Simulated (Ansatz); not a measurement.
MgF2 (started from an entry of an open crystallographic database), relaxed with r2SCAN. Space group P4_2/mnm (No. 136), tetragonal; a = 4.622 Å, c = 3.046 Å in the conventional setting, 10.85 Å³ an atom. Around Mg lie 6 F at 1.98–1.99 Å; around F lie 3 Mg at 1.98–1.99 Å.

```cif
data_structure
_symmetry_space_group_name_H-M 'P 1'
_symmetry_Int_Tables_number 1
_cell_length_a 4.6220
_cell_length_b 4.6220
_cell_length_c 3.0461
_cell_angle_alpha 90.000
_cell_angle_beta 90.000
_cell_angle_gamma 90.000
_cell_volume 65.07
loop_
_atom_site_label
_atom_site_type_symbol
_atom_site_fract_x
_atom_site_fract_y
_atom_site_fract_z
_atom_site_occupancy
Mg1 Mg 0.00000 0.00000 0.00000 1
Mg2 Mg 0.50000 0.50000 0.50000 1
F1 F 0.30295 0.30295 0.00000 1
F2 F 0.19705 0.80295 0.50000 1
F3 F 0.69705 0.69705 0.00000 1
F4 F 0.80295 0.19705 0.50000 1
```

4 runs of the PAW code Ansatz on this cell differ in the functional (and in the settings that go with it). Levels are in eV from each run's valence top; v1 is the last filled band, c1 the first empty one.

Run A, mean stress +1.1 GPa (compression positive):
```
point     v5     v3     v1     c1     c2     c3
    Γ  -1.21  -0.29   0.00  10.24  15.51  15.51
    X  -1.38  -0.95  -0.38  12.72  12.72  16.79
    M  -1.26  -0.93  -0.82  14.51  14.51  14.59
    Z  -1.41  -1.21  -0.90  15.16  15.16  18.32
    R  -1.36  -0.73  -0.69  16.04  16.04  16.87
    A  -1.37  -0.65  -0.48  16.50  16.50  16.73
```

Run B, mean stress -0.9 GPa (compression positive):
```
point     v5     v3     v1     c1     c2     c3
    Γ  -1.22  -0.31   0.00   9.16  14.44  14.44
    X  -1.37  -0.96  -0.38  11.63  11.63  15.74
    M  -1.27  -0.93  -0.80  13.37  13.37  13.54
    Z  -1.40  -1.18  -0.88  14.06  14.06  17.26
    R  -1.35  -0.73  -0.68  14.96  14.96  15.79
    A  -1.37  -0.64  -0.48  15.42  15.42  15.79
```

Run C, mean stress +1.1 GPa (compression positive):
```
point     v5     v3     v1     c1     c2     c3
    Γ  -1.21  -0.29   0.00   9.47  14.73  14.73
    X  -1.38  -0.95  -0.38  11.94  11.94  16.01
    M  -1.26  -0.93  -0.82  13.72  13.72  13.80
    Z  -1.40  -1.20  -0.89  14.37  14.37  17.54
    R  -1.36  -0.73  -0.69  15.26  15.26  16.08
    A  -1.37  -0.65  -0.48  15.72  15.72  15.95
```

Run D, mean stress 0.0 GPa (compression positive):
```
point     v5     v3     v1     c1     c2     c3
    Γ  -1.22  -0.32   0.00   8.07  13.32  13.32
    X  -1.37  -0.97  -0.38  10.51  10.51  14.60
    M  -1.27  -0.94  -0.79  12.25  12.25  12.38
    Z  -1.41  -1.16  -0.86  12.91  12.91  16.10
    R  -1.35  -0.73  -0.67  13.82  13.82  14.62
    A  -1.38  -0.62  -0.48  14.31  14.31  14.63
```

Question: Match the runs to r2SCAN, r2SCANh, HSE06, PBE0.

Answer: A is PBE0, B is r2SCANh, C is HSE06, D is r2SCAN. In order of the gap: r2SCAN 8.07, r2SCANh 9.16, HSE06 9.47, PBE0 10.24 eV. The stress vanishes for r2SCAN, which relaxed the cell.

No spin polarisation and no zero-point or thermal motion.

The stress of a hybrid is loosely converged in these runs.

The meshes of the hybrids are coarse, so their gaps aren't converged to the digits shown.
